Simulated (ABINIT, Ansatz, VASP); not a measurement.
## Al2Cu: programs and potentials compared

```
CELL_PARAMETERS angstrom
-3.03350 3.03350 2.43850
3.03350 -3.03350 2.43850
3.03350 3.03350 -2.43850
ATOMIC_POSITIONS crystal
Cu 0.25000 0.25000 0.00000
Cu 0.75000 0.75000 0.00000
Al 0.34190 0.15810 0.50000
Al 0.84190 0.34190 0.18380
Al 0.65810 0.84190 0.50000
Al 0.15810 0.65810 0.81620
```

Alike in all runs: task single point; functional PBEsol; k mesh 7 × 7 × 7; occupations fermi-dirac, width 0.05 eV; no spin polarisation; no spin-orbit coupling. Pressure is positive in compression and, in plane waves, holds the error of the finite cutoff, which Ansatz's Pulay term estimates and takes out.

```csv
program and potentials,plane-wave cutoff (eV),notes,pressure (GPa),largest force (eV/Å)
"Ansatz, Ansatz PAW",420,"potentials made for PBE, which Ansatz adapts in part; 8.33 valence electrons an atom on average; Pulay term of +0.06 GPa included",-3.47,0.069
"Ansatz, all-electron LAPW, scalar-relativistic",-,-,-3.47,0.069
"ABINIT, PseudoDojo NC SR PBEsol v0.4.1 standard",1252,8.33 valence electrons an atom on average,-3.72,0.073
"VASP, PBE PAW files Al, Cu, 520 eV",520,potentials made for PBE; 5.67 valence electrons an atom on average,-3.20,0.066
```

Force on atom 3 (Al), eV/Å:

| program and potentials | x | y | z |
| --- | --- | --- | --- |
| Ansatz, Ansatz PAW | 0.049 | -0.049 | 0.000 |
| Ansatz, all-electron LAPW, scalar-relativistic | 0.049 | -0.049 | 0.000 |
| ABINIT, PseudoDojo NC SR PBEsol v0.4.1 standard | 0.052 | -0.052 | 0.000 |
| VASP, PBE PAW files Al, Cu, 520 eV | 0.047 | -0.047 | 0.000 |

The pressure spans -3.72 (ABINIT, PseudoDojo NC SR PBEsol v0.4.1 standard) to -3.20 GPa (VASP, PBE PAW files Al, Cu, 520 eV), with all-electron results at -3.47.

Differences between rows come from potentials, basis sets and numerical settings, since the functional is the same but for its coding. Runs on potential files found faulty are left out.
